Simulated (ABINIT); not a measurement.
MgS (Niningerite):

```
CELL_PARAMETERS angstrom
0.00000 2.60165 2.60165
2.60165 0.00000 2.60165
2.60165 2.60165 0.00000
ATOMIC_POSITIONS crystal
S 0.50000 0.50000 0.50000
Mg 0.00000 0.00000 0.00000
```

Base run:

| Quantity | Value |
| --- | --- |
| Program | ABINIT 10.8.3 (patched build) |
| Functional | PBEsol |
| Potentials or basis | PseudoDojo NC SR PBEsol v0.4.1 standard |
| Cutoff | 1034 eV |
| k mesh | 7 × 7 × 7 |
| Occupations | fermi-dirac, width 0.05 eV |
| Spin | no spin polarisation |

Its results: band gap on the k mesh 2.91 eV, indirect (least direct gap 3.59 eV); pressure -1.4 GPa.

The run is repeated on the same cell with these changes: functional from PBEsol to LDA; potentials or basis from PseudoDojo NC SR PBEsol v0.4.1 standard to PseudoDojo NC SR LDA v0.4.1 standard; cutoff from 1034 eV to 1088 eV. What comes out?

Band gap on the k mesh 2.78 eV, indirect (least direct gap 3.48 eV); pressure -3.3 GPa.

Caveats: an odd mesh through Γ misses points on the zone boundary, where band edges often lie.
